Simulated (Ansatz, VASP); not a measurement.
Two plane-wave programs on TiH2

```
Ti H
1.0
    -1.59650    1.59650    2.13350
     1.59650   -1.59650    2.13350
     1.59650    1.59650   -2.13350
Ti H
1 2
Direct
  0.00000 0.00000 0.00000
  0.75000 0.25000 0.50000
  0.25000 0.75000 0.50000
```

Alike in both runs: task single point; functional LDA; k mesh 8 × 8 × 8; occupations gaussian, width 0.1 eV; no spin polarisation.

|  | VASP | Ansatz |
| --- | --- | --- |
| version | VASP 6.6.1 | Ansatz 0.2.0 |
| potentials or method | VASP PAW LDA potentials, release 64 (Ti_sv, H) | scalar-relativistic, plane waves, PAW |
| plane-wave cutoff (eV) | 520 | 420 |
| valence electrons in the cell | 14 | 14 |

```csv
,VASP,Ansatz,Ansatz less VASP
gap on the k mesh at the Fermi level (eV),none,none,-
pressure (GPa),-8.7,-8.9,-0.24
```

A gap of «none» marks a metal or a gap that the smearing closes.
